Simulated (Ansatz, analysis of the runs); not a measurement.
# A homologous series of junctions, from (GeH2)2 chain with methyl sulfide ends, between Au (111) faces with adatoms, part 2 of 2

How fast does the conductance fall as the molecule grows?

Ansatz 0.2.0; DFT PBE, plane waves, PAW; relaxation of a junction, electrodes held but for their tips (the session's first sound run).

So far, conductance of the junction (G₀): step 3 (transmission, 90 atoms, molecule oligogermane 2, methyl sulfide ends, units 2) 0.0540; step 6 (transmission between the leads, 93 atoms, molecule oligogermane 3, methyl …) 0.0279.

### Step 8. Relaxation of the scattering region, 96 atoms, molecule oligogermane 4, methyl sulfide ends, units 4

This step: DFT PBE, plane waves, PAW; relaxation of a junction, electrodes held but for their tips (Ansatz 0.2.0).

System of this step: (GeH2)4 chain with methyl sulfide ends, between Au (111) faces with adatoms. The cell holds 96 atoms: 74 Au, 2 S, 2 C, 4 Ge and 14 H. Cell: a = 8.825 Å, b = 8.825 Å, c = 33.939 Å, α = 90.0°, β = 90.0°, γ = 60.0°. Electrodes: Au (111) 3x3 face with an adatom; the apex atoms were set 12.659 Å apart; the free molecule is C[S][GeH2][GeH2][GeH2][GeH2][S]C. Regions: lower lead, 37 atoms (37 Au); bridge, 22 atoms (2 S, 2 C, 4 Ge and 14 H); upper lead, 37 atoms (37 Au). The structure is stacked along c, and the current runs across the ab planes.

File input.yaml:

```yaml
crystal:
  lattice:
    - [8.8246926292, 0.0, 0.0]
    - [4.4123463146, 7.6424079975, 0.0]
    - [0.0, 0.0, 33.9389312777]
  atoms:
    - { symbol: Au, position: [0.722222222, 0.722222222, 0.0] }
    - { symbol: Au, position: [0.722222222, 0.055555556, 0.0] }
    - { symbol: Au, position: [0.722222222, 0.388888889, 0.0] }
    - { symbol: Au, position: [0.055555556, 0.722222222, 0.0] }
    - { symbol: Au, position: [0.055555556, 0.055555556, 0.0] }
    - { symbol: Au, position: [0.055555556, 0.388888889, 0.0] }
    - { symbol: Au, position: [0.388888889, 0.722222222, 0.0] }
    - { symbol: Au, position: [0.388888889, 0.055555556, 0.0] }
    - { symbol: Au, position: [0.388888889, 0.388888889, 0.0] }
    - { symbol: Au, position: [0.833333333, 0.833333333, 0.070767612] }
    - { symbol: Au, position: [0.833333333, 0.166666667, 0.070767612] }
    - { symbol: Au, position: [0.833333333, 0.5, 0.070767612] }
    - { symbol: Au, position: [0.166666667, 0.833333333, 0.070767612] }
    - { symbol: Au, position: [0.166666667, 0.166666667, 0.070767612] }
    - { symbol: Au, position: [0.166666667, 0.5, 0.070767612] }
    - { symbol: Au, position: [0.5, 0.833333333, 0.070767612] }
    - { symbol: Au, position: [0.5, 0.166666667, 0.070767612] }
    - { symbol: Au, position: [0.5, 0.5, 0.070767612] }
    - { symbol: Au, position: [0.944444444, 0.944444444, 0.141535224] }
    - { symbol: Au, position: [0.944444444, 0.277777778, 0.141535224] }
    - { symbol: Au, position: [0.944444444, 0.611111111, 0.141535224] }
    - { symbol: Au, position: [0.277777778, 0.944444444, 0.141535224] }
    - { symbol: Au, position: [0.277777778, 0.277777778, 0.141535224] }
    - { symbol: Au, position: [0.277777778, 0.611111111, 0.141535224] }
    - { symbol: Au, position: [0.611111111, 0.944444444, 0.141535224] }
    - { symbol: Au, position: [0.611111111, 0.277777778, 0.141535224] }
    - { symbol: Au, position: [0.611111111, 0.611111111, 0.141535224] }
    - { symbol: Au, position: [0.055555556, 0.055555556, 0.212302836] }
    - { symbol: Au, position: [0.055555556, 0.388888889, 0.212302836] }
    - { symbol: Au, position: [0.055555556, 0.722222222, 0.212302836] }
[... 60 atom lines left out ...]
    - { symbol: Au, position: [0.944444444, 0.611111111, 0.929232388] }
    - { symbol: Au, position: [0.944444444, 0.944444444, 0.929232388] }
    - { symbol: Au, position: [0.944444444, 0.277777778, 0.929232388] }
    - { symbol: Au, position: [0.277777778, 0.611111111, 0.929232388] }
    - { symbol: Au, position: [0.277777778, 0.944444444, 0.929232388] }
    - { symbol: Au, position: [0.277777778, 0.277777778, 0.929232388] }
kpoints:
  mp_grid: { grid: [2, 2, 1] }
scf:
  occupations: { method: fermi_dirac, width: 0.1 }
hamiltonian:
  xc: pbe
relax:
  constraints:
    - { sites: [0, 1, 2, 3, 4, 5, 6, 7, 8, 9, 10, 11, 12, 13, 14, 15, 16, 17, 18, 19, 20, 21, 22, 23, 24, 25, 26, 27, 28, 29, 30, 31, 32, 33, 34, 35, 60, 61, 62, 63, 64, 65, 66, 67, 68, 69, 70, 71, 72, 73, 74, 75, 76, 77, 78, 79, 80, 81, 82, 83, 84, 85, 86, 87, 88, 89, 90, 91, 92, 93, 94, 95] }
  f_tol: 0.05
  max_steps: 35
```

Launch:

```bash
$ ansatz run input.yaml --threads 16 --pin off --max-ram 61440MiB --backend cuda --events-out ev --progress --plain --runs-dir out --max-vram 78GiB
```

Wall time 73 s (1 × NVIDIA GB200 with 16 threads of Arm Neoverse V2, shared host); peak memory 2 GiB.

Step by step (22 of 32):

| step | energy less that of the first step (eV) | largest force component (eV/Å) |
| --- | --- | --- |
| 1 | 0.0000 | 0.8648 |
| 2 | -0.1780 | 0.4669 |
| 4 | -0.2607 | 0.0675 |
| 5 | -0.2764 | 0.0406 |
| 7 | -0.2988 | 0.0912 |
| 8 | -0.3029 | 0.1514 |
| 10 | -0.3163 | 0.2626 |
| 11 | -0.3238 | 0.2436 |
| 13 | -0.3369 | 0.2074 |
| 14 | -0.3432 | 0.1977 |
| 16 | -0.3520 | 0.2852 |
| 17 | -0.3560 | 0.2799 |
| 19 | -0.3560 | 0.2800 |
| 20 | -0.3558 | 0.2664 |
| 22 | -0.3659 | 0.1023 |
| 23 | -0.3691 | 0.0634 |
| 25 | -0.3716 | 0.0901 |
| 26 | -0.3733 | 0.0418 |
| 28 | -0.3753 | 0.0638 |
| 29 | -0.3764 | 0.1320 |
| 31 | -0.3791 | 0.0408 |
| 32 | -0.3791 | 0.0413 |

Relaxation steps 18, 20 were tried and not accepted.

The atoms that moved most (Å):

| atom | dx | dy | dz | length |
| --- | --- | --- | --- | --- |
| H47 | 0.199 | 2.796 | -0.411 | 2.833 |
| H48 | 0.096 | 2.650 | -0.472 | 2.693 |
| H46 | -0.638 | 1.970 | -1.070 | 2.331 |
| C39 | 0.001 | 2.247 | -0.497 | 2.301 |
| S38 | 0.584 | 1.055 | 0.215 | 1.225 |
| H57 | -0.016 | -1.107 | 0.401 | 1.178 |
| H59 | 0.244 | -1.076 | 0.307 | 1.145 |
| H50 | -0.768 | 0.241 | -0.568 | 0.985 |

The largest force component on a free atom ends at 0.041 eV/Å, under the limit of 0.05. The apex atoms end 12.76 Å apart, and their nearest bridge atoms lie at 2.38 Å (Au–S) and 2.38 Å (Au–S).

### Step 9. Transmission, 96 atoms, molecule oligogermane 4, methyl sulfide ends, units 4

This step: DFT PBE, plane waves, PAW; transmission of a junction between electrodes (Ansatz 0.2.0).

Changes to input.yaml since step 8:

```diff
@@ -44,3 +44,3 @@
 kpoints:
-  mp_grid: { grid: [2, 2, 1] }
+  mp_grid: { grid: [4, 4, 1] }
 scf:
@@ -49,6 +49,7 @@
   xc: pbe
-relax:
-  constraints:
-    - { sites: [0, 1, 2, 3, 4, 5, 6, 7, 8, 9, 10, 11, 12, 13, 14, 15, 16, 17, 18, 19, 20, 21, 22, 23, 24, 25, 26, 27, 28, 29, 30, 31, 32, 33, 34, 35, 60, 61, 62, 63, 64, 65, 66, 67, 68, 69, 70, 71, 72, 73, 74, 75, 76, 77, 78, 79, 80, 81, 82, 83, 84, 85, 86, 87, 88, 89, 90, 91, 92, 93, 94, 95] }
-  f_tol: 0.05
-  max_steps: 35
+output:
+  transmission: { leads: [[87, 0]], e_range: [-0.7, 0.7], de: 0.035, kmesh: [4, 4] }
+  dos: { projected: true, e_range: [-5, 4] }
+  write_potential: true
+  write_density: true
+  volumetric_format: npy
```

Atom lines that are left out differ too.

The job ended after 7.8 min (1 × NVIDIA GB200 with 16 threads; peak memory 19 GiB; 74 min of CPU time).

The conductance is 0.00373 G₀. The conductance is 0.13 times that of the last run that gave one. This chain holds gauche bonds, so it is not the stretched conformer. The lead's Hamiltonian steps by 22.2 meV, which the program lets pass, though it counts in the error estimate. The largest term of the program's error estimate is 45 %, from the k-mesh.

### Step 10. Landauer integrals, 96 atoms

This step: Landauer integrals over the computed T(E), interpolated linearly between its energies (analysis of the runs above).

The thermopower is -24.3 μV/K. The Lorenz ratio is 1.05, where the Wiedemann-Franz law gives 1. These values rest on a semilocal level alignment and on the mesh across the current. Moving the level by up to 0.1 eV either way gives -34 to -20 μV/K.

### Step 11. Relaxing the junction, 99 atoms, molecule oligogermane 5, methyl sulfide ends, units 5

This step: DFT PBE, plane waves, PAW; relaxation of a junction, electrodes held but for their tips (Ansatz 0.2.0).

System of this step: (GeH2)5 chain with methyl sulfide ends, between Au (111) faces with adatoms. The cell holds 99 atoms: 74 Au, 2 S, 2 C, 5 Ge and 16 H. Cell: a = 8.825 Å, b = 8.825 Å, c = 36.556 Å, α = 90.0°, β = 90.0°, γ = 60.0°. Electrodes: Au (111) 3x3 face with an adatom; the apex atoms were set 15.276 Å apart; the free molecule is C[S][GeH2][GeH2][GeH2][GeH2][GeH2][S]C. Regions: lower lead, 37 atoms (37 Au); bridge, 25 atoms (2 S, 2 C, 5 Ge and 16 H); upper lead, 37 atoms (37 Au). The structure is stacked along c, and the current runs across the ab planes.

File input.yaml:

```yaml
crystal:
  lattice:
    - [8.8246926292, 0.0, 0.0]
    - [4.4123463146, 7.6424079975, 0.0]
    - [0.0, 0.0, 36.5562346782]
  atoms:
    - { symbol: Au, position: [0.722222222, 0.722222222, 0.0] }
    - { symbol: Au, position: [0.722222222, 0.055555556, 0.0] }
    - { symbol: Au, position: [0.722222222, 0.388888889, 0.0] }
    - { symbol: Au, position: [0.055555556, 0.722222222, 0.0] }
    - { symbol: Au, position: [0.055555556, 0.055555556, 0.0] }
    - { symbol: Au, position: [0.055555556, 0.388888889, 0.0] }
    - { symbol: Au, position: [0.388888889, 0.722222222, 0.0] }
    - { symbol: Au, position: [0.388888889, 0.055555556, 0.0] }
    - { symbol: Au, position: [0.388888889, 0.388888889, 0.0] }
    - { symbol: Au, position: [0.833333333, 0.833333333, 0.065700889] }
    - { symbol: Au, position: [0.833333333, 0.166666667, 0.065700889] }
    - { symbol: Au, position: [0.833333333, 0.5, 0.065700889] }
    - { symbol: Au, position: [0.166666667, 0.833333333, 0.065700889] }
    - { symbol: Au, position: [0.166666667, 0.166666667, 0.065700889] }
    - { symbol: Au, position: [0.166666667, 0.5, 0.065700889] }
    - { symbol: Au, position: [0.5, 0.833333333, 0.065700889] }
    - { symbol: Au, position: [0.5, 0.166666667, 0.065700889] }
    - { symbol: Au, position: [0.5, 0.5, 0.065700889] }
    - { symbol: Au, position: [0.944444444, 0.944444444, 0.131401778] }
    - { symbol: Au, position: [0.944444444, 0.277777778, 0.131401778] }
    - { symbol: Au, position: [0.944444444, 0.611111111, 0.131401778] }
    - { symbol: Au, position: [0.277777778, 0.944444444, 0.131401778] }
    - { symbol: Au, position: [0.277777778, 0.277777778, 0.131401778] }
    - { symbol: Au, position: [0.277777778, 0.611111111, 0.131401778] }
    - { symbol: Au, position: [0.611111111, 0.944444444, 0.131401778] }
    - { symbol: Au, position: [0.611111111, 0.277777778, 0.131401778] }
    - { symbol: Au, position: [0.611111111, 0.611111111, 0.131401778] }
    - { symbol: Au, position: [0.055555556, 0.055555556, 0.197102667] }
    - { symbol: Au, position: [0.055555556, 0.388888889, 0.197102667] }
    - { symbol: Au, position: [0.055555556, 0.722222222, 0.197102667] }
[... 63 atom lines left out ...]
    - { symbol: Au, position: [0.944444444, 0.611111111, 0.934299111] }
    - { symbol: Au, position: [0.944444444, 0.944444444, 0.934299111] }
    - { symbol: Au, position: [0.944444444, 0.277777778, 0.934299111] }
    - { symbol: Au, position: [0.277777778, 0.611111111, 0.934299111] }
    - { symbol: Au, position: [0.277777778, 0.944444444, 0.934299111] }
    - { symbol: Au, position: [0.277777778, 0.277777778, 0.934299111] }
kpoints:
  mp_grid: { grid: [2, 2, 1] }
scf:
  occupations: { method: fermi_dirac, width: 0.1 }
hamiltonian:
  xc: pbe
relax:
  constraints:
    - { sites: [0, 1, 2, 3, 4, 5, 6, 7, 8, 9, 10, 11, 12, 13, 14, 15, 16, 17, 18, 19, 20, 21, 22, 23, 24, 25, 26, 27, 28, 29, 30, 31, 32, 33, 34, 35, 63, 64, 65, 66, 67, 68, 69, 70, 71, 72, 73, 74, 75, 76, 77, 78, 79, 80, 81, 82, 83, 84, 85, 86, 87, 88, 89, 90, 91, 92, 93, 94, 95, 96, 97, 98] }
  f_tol: 0.05
  max_steps: 35
```

It took 62 s on 1 × NVIDIA GB200 with 16 threads; peak memory 2 GiB.

Step by step (22 of 27):

| step | energy less that of the first step (eV) | largest force component (eV/Å) |
| --- | --- | --- |
| 1 | 0.0000 | 0.8162 |
| 2 | -0.1633 | 0.5583 |
| 3 | -0.2329 | 0.1898 |
| 5 | -0.2596 | 0.0419 |
| 6 | -0.2640 | 0.0545 |
| 7 | -0.2703 | 0.1255 |
| 8 | -0.2773 | 0.1373 |
| 10 | -0.2944 | 0.1879 |
| 11 | -0.3083 | 0.1268 |
| 12 | -0.3182 | 0.1227 |
| 13 | -0.3310 | 0.1042 |
| 15 | -0.3458 | 0.0904 |
| 16 | -0.3500 | 0.0722 |
| 17 | -0.3358 | 0.2067 |
| 18 | -0.3528 | 0.0639 |
| 20 | -0.3558 | 0.0333 |
| 21 | -0.3558 | 0.0333 |
| 22 | -0.3531 | 0.1282 |
| 23 | -0.3574 | 0.0436 |
| 25 | -0.3576 | 0.0536 |
| 26 | -0.3592 | 0.0410 |
| 27 | -0.3592 | 0.0409 |

Relaxation steps 17, 22, 24 were tried and not accepted.

The atoms that moved most (Å):

| atom | dx | dy | dz | length |
| --- | --- | --- | --- | --- |
| H53 | 1.060 | -1.778 | 0.417 | 2.112 |
| H56 | -0.743 | -1.667 | -0.490 | 1.890 |
| Ge41 | 0.898 | -1.390 | 0.116 | 1.659 |
| H52 | 1.250 | -1.037 | 0.068 | 1.625 |
| H55 | 0.248 | -1.429 | -0.453 | 1.519 |
| H54 | 0.012 | -1.426 | 0.490 | 1.508 |
| Ge43 | -0.618 | -1.339 | -0.136 | 1.481 |
| H51 | 0.889 | -1.091 | -0.321 | 1.444 |

The largest force component on a free atom ends at 0.041 eV/Å, under the limit of 0.05. The apex atoms end 15.39 Å apart, and their nearest bridge atoms lie at 2.37 Å (Au–S) and 2.37 Å (Au–S).

### Step 12. Transmission between the leads, 99 atoms, molecule oligogermane 5, methyl sulfide ends, units 5

This step: DFT PBE, plane waves, PAW; transmission of a junction between electrodes (Ansatz 0.2.0).

Changes to input.yaml since step 11:

```diff
@@ -44,3 +44,3 @@
 kpoints:
-  mp_grid: { grid: [2, 2, 1] }
+  mp_grid: { grid: [4, 4, 1] }
 scf:
@@ -49,6 +49,7 @@
   xc: pbe
-relax:
-  constraints:
-    - { sites: [0, 1, 2, 3, 4, 5, 6, 7, 8, 9, 10, 11, 12, 13, 14, 15, 16, 17, 18, 19, 20, 21, 22, 23, 24, 25, 26, 27, 28, 29, 30, 31, 32, 33, 34, 35, 63, 64, 65, 66, 67, 68, 69, 70, 71, 72, 73, 74, 75, 76, 77, 78, 79, 80, 81, 82, 83, 84, 85, 86, 87, 88, 89, 90, 91, 92, 93, 94, 95, 96, 97, 98] }
-  f_tol: 0.05
-  max_steps: 35
+output:
+  transmission: { leads: [[90, 0]], e_range: [-0.7, 0.7], de: 0.035, kmesh: [4, 4] }
+  dos: { projected: true, e_range: [-5, 4] }
+  write_potential: true
+  write_density: true
+  volumetric_format: npy
```

Atom lines that are left out differ too.

Run time: 4.2 min. Hardware: 1 × NVIDIA GB200 with 16 threads; peak memory 20 GiB; 33 min of CPU time.

The conductance is 0.00908 G₀. The conductance is 2.4 times that of the last run that gave one. The lead's Hamiltonian steps by 23.5 meV, which the program lets pass, though it counts in the error estimate. The largest term of the program's error estimate is 41 %, from the k-mesh.

### Step 13. Side by side

Times are for 1 × NVIDIA GB200 with 16 threads of Arm Neoverse V2, shared host. The runs compared:

| no. | molecule | units | transmission at the energy nearest the Fermi level, one spin | step of the lead's Hamiltonian (meV) | conductance of the junction (S/m²) | conductance of the junction (G₀) | added resistance times area (Ω um²) | time | memory (GiB) |
| --- | --- | --- | --- | --- | --- | --- | --- | --- | --- |
| 1 | oligogermane 2, methyl sulfide ends | 2 | 0.05348 | 24.4 | 6.20e12 | 0.05398 | 0.1601 | 3.6 min | 19 |
| 2 | oligogermane 3, methyl sulfide ends | 3 | 0.02758 | 22.7 | 3.21e12 | 0.02792 | 0.3106 | 3.6 min | 19 |
| 3 | oligogermane 4, methyl sulfide ends | 4 | 0.003664 | 22.2 | 4.29e11 | 0.003732 | 2.332 | 7.8 min | 19 |
| 4 | oligogermane 5, methyl sulfide ends | 5 | 0.008926 | 23.5 | 1.04e12 | 0.009077 | 0.9578 | 4.2 min | 20 |

The runs together. Table of transmission by energy, zero at the Fermi level:

| energy (eV) | oligogermane 2, methyl sulfide ends, 2 | oligogermane 3, methyl sulfide ends, 3 | oligogermane 4, methyl sulfide ends, 4 | oligogermane 5, methyl sulfide ends, 5 |
| --- | --- | --- | --- | --- |
| -0.700 | 0.0268 | 0.0110 | 9.4e-4 | 0.00265 |
| -0.630 | 0.0300 | 0.0125 | 0.00104 | 0.00302 |
| -0.560 | 0.0371 | 0.0160 | 0.00120 | 0.00381 |
| -0.490 | 0.0480 | 0.0220 | 0.00156 | 0.00548 |
| -0.420 | 0.0399 | 0.0175 | 0.00170 | 0.00468 |
| -0.350 | 0.0348 | 0.0155 | 0.00163 | 0.00414 |
| -0.280 | 0.0369 | 0.0168 | 0.00181 | 0.00462 |
| -0.210 | 0.0401 | 0.0188 | 0.00210 | 0.00533 |
| -0.140 | 0.0438 | 0.0210 | 0.00248 | 0.00622 |
| -0.070 | 0.0481 | 0.0239 | 0.00298 | 0.00736 |
| 0.000 | 0.0535 | 0.0276 | 0.00366 | 0.00893 |
| 0.070 | 0.0614 | 0.0328 | 0.00465 | 0.0112 |
| 0.140 | 0.0734 | 0.0411 | 0.00615 | 0.0149 |
| 0.210 | 0.121 | 0.0706 | 0.0102 | 0.0271 |
| 0.280 | 0.0680 | 0.0421 | 0.00971 | 0.0193 |
| 0.350 | 0.0540 | 0.0377 | 0.00830 | 0.0192 |
| 0.420 | 0.0587 | 0.0452 | 0.0104 | 0.0261 |
| 0.490 | 0.0675 | 0.0578 | 0.0145 | 0.0392 |
| 0.560 | 0.0799 | 0.0771 | 0.0212 | 0.064 |
| 0.630 | 0.0967 | 0.107 | 0.0331 | 0.116 |
| 0.700 | 0.120 | 0.157 | 0.0553 | 0.232 |

### Step 14. Conductance and thermopower from T(E), 99 atoms

This step: Landauer integrals over the computed T(E), interpolated linearly between its energies (analysis of the runs above).

T(E) held rigid; rough near sharp steps of T(E). Conductance at 300 K against shift of the leads' level:

| shift of the leads' level (eV) | conductance at 300 K (G₀) |
| --- | --- |
| -0.350 | 0.00436 |
| -0.300 | 0.00454 |
| -0.250 | 0.00495 |
| -0.200 | 0.00549 |
| -0.150 | 0.00613 |
| -0.100 | 0.00691 |
| -0.050 | 0.00788 |
| 0.000 | 0.00912 |
| 0.050 | 0.0108 |
| 0.100 | 0.0132 |
| 0.150 | 0.0171 |
| 0.200 | 0.0224 |
| 0.250 | 0.0238 |
| 0.300 | 0.0209 |
| 0.350 | 0.0210 |

The thermopower is -23.4 μV/K. The Lorenz ratio is 1.05, where the Wiedemann-Franz law gives 1. These values rest on a semilocal level alignment and on the mesh across the current. Moving the level by up to 0.1 eV either way gives -34 to -18 μV/K.

### Step 15. Outcome

* conductance, (GeH2)2 chain with methyl sulfide ends: 0.0540 G₀
* thermopower, (GeH2)2 chain with methyl sulfide ends: -13.4 μV/K
* conductance, (GeH2)3 chain with methyl sulfide ends: 0.0279 G₀
* thermopower, (GeH2)3 chain with methyl sulfide ends: -17.6 μV/K
* conductance, (GeH2)4 chain with methyl sulfide ends: 0.00373 G₀
* thermopower, (GeH2)4 chain with methyl sulfide ends: -24.3 μV/K
* conductance, (GeH2)5 chain with methyl sulfide ends: 0.00908 G₀
* thermopower, (GeH2)5 chain with methyl sulfide ends: -23.4 μV/K

What this shows: Semilocal functionals put a molecule's frontier levels too near the Fermi level, so conductances off resonance usually come out too high. The mesh of 4 × 4 points across the current is coarse: where the lead's channel count steps, T(E) can show bumps that belong to the mesh. Transport is coherent and elastic here: the atoms are frozen, so scattering by vibrations plays no part. The (GeH2)4 chain with methyl sulfide ends is not all-trans: 1 backbone bond is gauche, so it is another conformer than a stretched chain, and no decay constant is fitted. Spin-orbit coupling is left out, which matters for the bands of heavy atoms. One term of the program's error estimate for a conductance, of a junction or of the perfect wire, reaches 47 % in this session.

[Logs are printed without paths, hosts, clocks, repeated set-up lines and the standing remarks that a program may print on its own settings, such as how far it seeks lower states.]

[Hosts, paths, dates, database ids (printed as entryN), source tags and the programs' standing remarks are cut or masked in the printed files.]
